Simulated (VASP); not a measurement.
# LiF (Pm-3m) in VASP: further runs

Aim: see how the results for LiF move with the level of theory and the settings. Levels: LDA, PBE. Tasks: single point.

All numbers are computed with VASP 6.6.1; they aren't measurements. Logs are shortened: lines on timing, memory, paths and dates and some standing lists are left out, and cuts for length are marked.

## 1. The structure

Symmetry: Pm-3m, No. 221, cubic system. Conventional cell: a = 2.560 Å, b = 2.560 Å, c = 2.560 Å, α = 90.00°, β = 90.00°, γ = 90.00°. Around Li (site symmetry m-3m) lie 8 F at 2.22 Å. F (site symmetry m-3m) has 8 Li at 2.22 Å as nearest neighbours.

Measurements of this composition are mostly on another form, of space group No. 225.

## 2. Single point, LDA (functional LDA, strained and moved within the space group)

The input, INCAR:

```
PREC = Accurate
ENCUT = 520
EDIFF = 1E-7
ISMEAR = 0
SIGMA = 0.02
LREAL = False
LASPH = True
NELM = 100
ALGO = Normal
ISIF = 2
LWAVE = False
LCHARG = False
NBANDS = 12
```

The input, KPOINTS:

```
regular mesh
0
Gamma
  10 10 10
```

The input, POSCAR:

```
LiF
1.0
    2.5698223227      0.0000000000      0.0000000000
    0.0000000000      2.5698223227      0.0000000000
    0.0000000000      0.0000000000      2.5698223227
Li F
1 1
Direct
    0.0000000000      0.0000000000      0.0000000000
    0.5000000000      0.5000000000      0.5000000000
```

Potentials or basis: VASP PAW LDA potentials, release 64 (Li_sv, F).

Launch:

```
> cat potpaw_LDA.64/Li_sv/POTCAR potpaw_LDA.64/F/POTCAR > POTCAR
> mpirun -np 1 vasp_std > vasp.out
```

OUTCAR:

```text
PREC = Accurate
   ENCUT = 520
   EDIFF = 1E-7
   ISMEAR = 0
   LREAL = False
   LASPH = True
   NELM = 100
   ISIF = 2

 ion  position               nearest neighbor table
   1  0.000  0.000  0.000-   2 2.23   2 2.23   2 2.23   2 2.23   2 2.23   2 2.23   2 2.23   2 2.23

   2  0.500  0.500  0.500-   1 2.23   1 2.23   1 2.23   1 2.23   1 2.23   1 2.23   1 2.23   1 2.23

  LATTYP: Found a simple cubic cell.
 ALAT       =     2.5698223227

  Lattice vectors:

 A1 = (   2.5698223227,   0.0000000000,   0.0000000000)
 A2 = (   0.0000000000,   2.5698223227,   0.0000000000)
 A3 = (   0.0000000000,   0.0000000000,   2.5698223227)

Analysis of symmetry for initial positions (statically):
=====================================================================
 Subroutine PRICEL returns:
 Original cell was already a primitive cell.

 Routine SETGRP: Setting up the symmetry group for a
 simple cubic supercell.

 Subroutine GETGRP returns: Found 48 space group operations
 (whereof 48 operations were pure point group operations)
 out of a pool of 48 trial point group operations.

The static configuration has the point symmetry O_h .

Analysis of symmetry for dynamics (positions and initial velocities):
=====================================================================
 Subroutine PRICEL returns:
 Original cell was already a primitive cell.

 Routine SETGRP: Setting up the symmetry group for a
 simple cubic supercell.

 Subroutine GETGRP returns: Found 48 space group operations
 (whereof 48 operations were pure point group operations)
 out of a pool of 48 trial point group operations.

The dynamic configuration has the point symmetry O_h .

 Subroutine INISYM returns: Found 48 space group operations
 (whereof 48 operations are pure point group operations),
 and found     1 'primitive' translations

----------------------------------------------------------------------------------------

                                     Primitive cell

  volume of cell :      16.9711

  direct lattice vectors                    reciprocal lattice vectors
     2.569822323  0.000000000  0.000000000     0.389131961  0.000000000  0.000000000
     0.000000000  2.569822323  0.000000000     0.000000000  0.389131961  0.000000000
     0.000000000  0.000000000  2.569822323     0.000000000  0.000000000  0.389131961

  length of vectors
     2.569822323  2.569822323  2.569822323     0.389131961  0.389131961  0.389131961

  position of ions in fractional coordinates (direct lattice)
     0.000000000  0.000000000  0.000000000
     0.500000000  0.500000000  0.500000000

  ion indices of the primitive-cell ions
   primitive index   ion index
                 1           1
                 2           2

----------------------------------------------------------------------------------------

 KPOINTS: regular mesh

Automatic generation of k-mesh.
 Grid dimensions read from file:
 generate k-points for:   10   10   10

 Generating k-lattice:

  Cartesian coordinates                     Fractional coordinates (reciprocal lattice)
     0.038913196  0.000000000  0.000000000     0.100000000  0.000000000  0.000000000
     0.000000000  0.038913196  0.000000000     0.000000000  0.100000000  0.000000000
     0.000000000  0.000000000  0.038913196     0.000000000  0.000000000  0.100000000

  Length of vectors
     0.038913196  0.038913196  0.038913196

  Shift w.r.t. Gamma in fractional coordinates (k-lattice)
     0.000000000  0.000000000  0.000000000

 Subroutine IBZKPT returns following result:
 ===========================================

 Found     56 irreducible k-points:

 Following reciprocal coordinates:
            Coordinates               Weight
  0.000000  0.000000  0.000000      1.000000
  0.100000  0.000000  0.000000      6.000000
  0.200000  0.000000  0.000000      6.000000
  0.300000  0.000000  0.000000      6.000000
  0.400000  0.000000  0.000000      6.000000
  0.500000  0.000000  0.000000      3.000000
[... 16 lines left out ...]
  0.200000  0.100000  0.100000     24.000000
  0.300000  0.100000  0.100000     24.000000
 [... further k-points ...]
   k-points           NKPTS =     56   k-points in BZ     NKDIM =     56   number of bands    NBANDS=     12
   number of dos      NEDOS =    301   number of ions     NIONS =      2
   total plane-waves  NPLWV =   8000
   dimension x,y,z NGX =    20 NGY =   20 NGZ =   20
   dimension x,y,z NGXF=    40 NGYF=   40 NGZF=   40
   ions per type =               1   1
   NGX,Y,Z   is equivalent  to a cutoff of  12.94, 12.94, 12.94 a.u.
   NGXF,Y,Z  is equivalent  to a cutoff of  25.88, 25.88, 25.88 a.u.
 SYSTEM =  unknown system
   PREC   = accura    normal or accurate (medium, high low for compatibility)
   ISTART =      0    job   : 0-new  1-cont  2-samecut
   ICHARG =      2    charge: 1-file 2-atom 10-const
   ISPIN  =      1    spin polarized calculation?
   LNONCOLLINEAR =      F non collinear calculations
   LSORBIT =      F    spin-orbit coupling
   LASPH  =      T    aspherical Exc in radial PAW
   ENCUT  =  520.0 eV  38.22 Ry    6.18 a.u.   4.78  4.78  4.78*2*pi/ulx,y,z
   NELM   =    100;   NELMIN=  2; NELMDL= -5     # of ELM steps
   EDIFF  = 0.1E-06   stopping-criterion for ELM
   LREAL  =      F    real-space projection
   EDIFFG = 0.1E-05   stopping-criterion for IOM
   NSW    =      0    number of steps for IOM
   IBRION =     -1    ionic relax: 0-MD 1-quasi-New 2-CG
   NFREE  =      0    steps in history (QN), initial steepest desc. (CG)
   ISIF   =      2    stress and relaxation
   ISYM   =      2    0-nonsym 1-usesym 2-fastsym
   POTIM  = 0.5000    time-step for ionic-motion
   TEBEG  =    0.0;   TEEND  =   0.0 temperature during run
   PSTRESS=    0.0 pullay stress
   NELECT =      10.0000    total number of electrons
   NUPDOWN=      -1.0000    fix difference up-down
   EMIN   =  10.00;   EMAX   =-10.00  energy-range for DOS
   EFERMI =   0.00;   METHOD = LEGACY
   ISMEAR =     0;   SIGMA  =   0.02  broadening in eV -4-tet -1-fermi 0-gaus
   EFERMI_NEDOS =   21; number of points for ismear=-14 and -15
   IALGO  =     38    algorithm
   IMIX   =      4    mixing-type and parameters
     AMIX     =   0.40;   BMIX     =  1.00
     AMIX_MAG =   1.60;   BMIX_MAG =  1.00
  volume/ion in A,a.u.               =       8.49        57.26
  Fermi-wavevector in a.u.,A,eV,Ry     =   1.372477  2.593605 25.629200  1.883693
  Thomas-Fermi vector in A             =   2.498080
   LORBIT       =      0    0 simple, 1 ext, 2 COOP (PROOUT), +10 PAW based schemes
   GGA     = CA    functional components
   LHFCALC =     F    Hartree Fock is set to
   AEXX    =    0.0000 exact exchange contribution
   IVDW    =     0    specifies the selected vdW correction
   LEPSILON=     F    determine dielectric tensor
   LRPA    =     F    only Hartree local field effects (RPA)
 non-spin polarized calculation
 Gauss-broadening in eV      SIGMA  =   0.02
  energy-cutoff  :      520.00
  volume of cell :       16.97
 maximum number of plane-waves:       480
 NGX is ok and might be reduce to    20
   NGX =  9   NGY =  9   NGZ =  9

 number of electron      10.0000010 magnetization

 Free energy of the ion-electron system (eV)
  ---------------------------------------------------
  ext. energy  EPLUGINS =         0.00000000
  ---------------------------------------------------
  free energy    TOTEN  =        -9.86006283 eV

  energy without entropy =       -9.86006283  energy(sigma->0) =       -9.86006283

 E-fermi :  -0.0945     XC(G=0): -10.5155

 val. band max:       -0.2811474672   @ k =   0.5000   0.5000   0.0000
 cond. band min:       6.9258798313   @ k =   0.0000   0.0000   0.0000
 fundamental gap:      7.2070272985
 Fermi energy:        -0.0945009913

 k-point     1 :       0.0000    0.0000    0.0000
  band No.  band energies     occupation
      1     -41.9426      2.00000
      2     -20.6424      2.00000
      3      -0.9548      2.00000
      4      -0.9548      2.00000
      5      -0.9548      2.00000
      6       6.9259      0.00000
      7      18.0632      0.00000
      8      18.0632      0.00000
      9      20.0893      0.00000
     10      20.0893      0.00000
     11      20.0893      0.00000
     12      37.5284      0.00000

 k-point     2 :       0.1000    0.0000    0.0000
  band No.  band energies     occupation
      1     -41.9377      2.00000
      2     -20.6004      2.00000
      3      -1.3123      2.00000
      4      -0.9184      2.00000
      5      -0.9184      2.00000
      6       7.1652      0.00000
      7      16.6332      0.00000
      8      18.2899      0.00000
      9      20.0499      0.00000
     10      20.0499      0.00000
     11      22.0956      0.00000
     12      36.0215      0.00000

 k-point     3 :       0.2000    0.0000    0.0000
  band No.  band energies     occupation
      1     -41.9249      2.00000
      2     -20.4877      2.00000
      3      -2.1530      2.00000
      4      -0.8217      2.00000
      5      -0.8217      2.00000
      6       7.6780      0.00000
      7      15.0655      0.00000
      8      18.9694      0.00000
      9      19.9321      0.00000
     10      19.9321      0.00000
     11      25.3746      0.00000
     12      32.6111      0.00000
[... 286 lines left out ...]
 k-point    23 :       0.2000    0.1000    0.1000
  band No.  band energies     occupation
      1     -41.9157      2.00000
      2     -20.3994      2.00000
      3      -2.0830      2.00000
      4      -1.1892      2.00000
      5      -1.0819      2.00000
      6       8.2384      0.00000
      7      14.9979      0.00000
      8      16.6380      0.00000
      9      19.8518      0.00000
     10      22.9268      0.00000
     11      25.8587      0.00000
     12      30.6193      0.00000

 k-point    24 :       0.3000    0.1000    0.1000
  band No.  band energies     occupation
      1     -41.9003      2.00000
      2     -20.2515      2.00000
      3      -2.9871      2.00000
      4      -1.0920      2.00000
      5      -0.9368      2.00000
      6       8.7748      0.00000
      7      13.9308      0.00000
      8      16.9205      0.00000
      9      19.8756      0.00000
     10      23.0042      0.00000
     11      28.8423      0.00000
     12      28.9204      0.00000

 [... further k-points ...]
[... 5 lines left out ...]
  --------------------------------------------------------------------------------------
  -------------------------------------------------------------------------------------
  Total       -0.9131688     -0.9131688     -0.9131688      0.0000000     -0.0000000      0.0000000
  in kB      -86.2089516    -86.2089516    -86.2089516      0.0000000     -0.0000000      0.0000000
  external PRESSURE =     -86.2089516 kB  Pullay stress =       0.0000000 kB

 VOLUME and BASIS-vectors are now :
 -----------------------------------------------------------------------------
  energy-cutoff  :      520.00
  volume of cell :       16.97
      direct lattice vectors                 reciprocal lattice vectors
     2.569822323  0.000000000  0.000000000     0.389131961  0.000000000  0.000000000
     0.000000000  2.569822323  0.000000000     0.000000000  0.389131961  0.000000000
     0.000000000  0.000000000  2.569822323     0.000000000  0.000000000  0.389131961

 POSITION                                       TOTAL-FORCE (eV/Angst)
 -----------------------------------------------------------------------------------
      0.00000      0.00000      0.00000         0.000000      0.000000      0.000000
      1.28491      1.28491      1.28491         0.000000      0.000000      0.000000
 -----------------------------------------------------------------------------------
    total drift:                                0.000000      0.000000      0.000000

  FREE ENERGIE OF THE ION-ELECTRON SYSTEM (eV)
  ---------------------------------------------------
  free  energy   TOTEN  =        -9.8600628293 eV

  energy  without entropy=       -9.8600628293  energy(sigma->0) =       -9.86006283
```

Wall time 7.1 s (1 thread of Intel Xeon Platinum 8488C (Sapphire Rapids), shared host); peak memory 0.12 GiB.

Results:

| Item | Value |
| --- | --- |
| Free energy | -9.8601 eV |
| Band gap on the k mesh | 7.21 eV, indirect (least direct gap 7.88 eV) |

Levels at points of the mesh, in eV from the valence-band top:
```csv
k point,band 2,band 3,band 4,band 5,band 6,band 7,band 8,band 9
"(0.00, 0.00, 0.00)",-20.36,-0.67,-0.67,-0.67,7.21,18.34,18.34,20.37
"(0.50, 0.00, 0.00)",-19.89,-3.69,-0.28,-0.28,8.72,13.58,19.79,19.79
"(0.50, 0.50, 0.00)",-19.35,-3.27,-3.27,0.00,12.94,13.19,13.19,18.94
"(0.50, 0.50, 0.50)",-18.91,-2.26,-2.26,-2.26,10.67,10.67,10.67,23.53
```

Caveat: the cutoff is under 1.25 times the usual one of these potentials, so pressure, stress and relaxed cells hold a basis-set (Pulay) error.

[end of part 1 of 2]
